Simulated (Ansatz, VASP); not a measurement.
One calculation of Rh, two programs

```
Rh
1.0
     0.00000    1.90155    1.90155
     1.93958    0.00000    1.90155
     1.93958    1.90155    0.00000
Rh
1
Direct
  0.00000 0.00000 0.00000
```

Change from the starting cell: strain +0.0200 x Voigt [1, 0, 0, 0, 0, 0], atoms carried along.

Alike in both runs: task single point; functional LDA; k mesh 22 × 22 × 22; occupations gaussian, width 0.15 eV; no spin polarisation.

|  | VASP | Ansatz |
| --- | --- | --- |
| version | VASP 6.6.1 | Ansatz 0.2.0 |
| potentials or method | VASP PAW LDA potentials, release 64 (Rh_pv) | scalar-relativistic, plane waves, PAW |
| plane-wave cutoff (eV) | 520 | 420 |
| valence electrons in the cell | 15 | 17 |

```csv
,VASP,Ansatz,Ansatz less VASP
gap on the k mesh at the Fermi level (eV),none,none,-
pressure (GPa),-15.2,-16.0,-0.76
largest component of the traceless stress (GPa),3.09,3.10,+0.006
```

A gap of «none» marks a metal or a gap that the smearing closes. The two sets of potentials don't hold the same shells in valence.

Caveats: so large a pressure means that the cell lies far from this level's equilibrium, or that cutoff or potentials fall short (VASP).
